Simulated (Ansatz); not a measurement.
NaCl built on the rocksalt prototype, relaxed with r2SCAN in Ansatz 0.2.0. Space group Fm-3m (No. 225), cubic; conventional cell a = 5.605 Å, 22.02 Å³ an atom. Na has 6 Cl at 2.80 Å; Cl has 6 Na at 2.80 Å.

The axes x, y and z are those of this cell:
```xyz
2
Lattice="0.0000 2.8027 2.8027 2.8027 0.0000 2.8027 2.8027 2.8027 0.0000" Properties=species:S:1:pos:R:3 pbc="T T T"
Na    0.0000    0.0000    0.0000
Cl    2.8027    2.8027    2.8027
```

Unstrained: PBE gives a direct gap of 5.180 eV at Γ. The r2SCAN gap is direct at Γ: 5.975 eV. HSE06 gives a direct gap of 6.559 eV at Γ. Meshes: PBE 8×8×8, r2SCAN 8×8×8, HSE06 6×6×6. Strains are changes of length per length, and xy shears are angles. After each strain the atoms were relaxed again with r2SCAN within the symmetry that the strain leaves, so tilts or polar shifts that break it weren't tested; points keep the names that they have in the unstrained zone. No spin polarisation and no zero-point or thermal motion.

Question: Estimate what epitaxial -3.0 % in the xy plane, free normal strain +1.25 % does to the gap.

Answer: PBE: the gap goes from 5.180 to 5.363 eV (+0.183 eV); with r2SCAN the top three valence levels at Γ, degenerate before, become 1+2 from the top over 20 meV. r2SCAN: the gap goes from 5.975 to 6.174 eV (+0.199 eV). HSE06: the gap goes from 6.559 to 6.754 eV (+0.195 eV). The r2SCAN energy rises by 9.7 meV an atom.

Question: For epitaxial +0.5 % in the plane normal to [111], how far does the free direction move, and what happens to the gap?

Answer: The normal strain at zero normal stress is -0.40 %, 0.80 of the in-plane strain with the sign turned. PBE: the gap goes from 5.180 to 5.133 eV (-0.047 eV); with r2SCAN the top three valence levels at Γ, degenerate before, become 1+2 from the top over 34 meV. r2SCAN: the gap goes from 5.975 to 5.927 eV (-0.048 eV). HSE06: the gap goes from 6.559 to 6.510 eV (-0.049 eV).

Question: Apply uniaxial +3.0 % along [111], other directions held. How far does the gap move, against the unstrained cell?

Answer: PBE: the gap goes from 5.180 to 5.021 eV (-0.159 eV); with r2SCAN the top three valence levels at Γ, degenerate before, become 2+1 from the top over 115 meV. r2SCAN: the gap goes from 5.975 to 5.807 eV (-0.168 eV). HSE06: the gap goes from 6.559 to 6.390 eV (-0.169 eV). The r2SCAN energy rises by 2.6 meV an atom.

Question: Estimate what isotropic +3.0 % on every length does to the gap.

Answer: PBE: the gap goes from 5.180 to 4.849 eV (-0.331 eV). r2SCAN: the gap goes from 5.975 to 5.622 eV (-0.353 eV). HSE06: the gap goes from 6.559 to 6.203 eV (-0.356 eV). The r2SCAN energy rises by 13.3 meV an atom.

Question: Estimate what xy shear, engineering strain (angle) -0.5 % does to the gap.

Answer: PBE: the gap goes from 5.180 to 5.170 eV (-0.010 eV); with r2SCAN the top three valence levels at Γ, degenerate before, become 1+1+1 from the top over 20 meV. r2SCAN: the gap goes from 5.975 to 5.966 eV (-0.009 eV). HSE06: the gap goes from 6.559 to 6.549 eV (-0.010 eV). The r2SCAN energy rises by 0.0 meV an atom.

The meshes of the hybrids are coarse, so their gaps aren't converged to the digits shown.

The splittings at Γ are without spin-orbit coupling, which regroups them where it is of like size or larger.
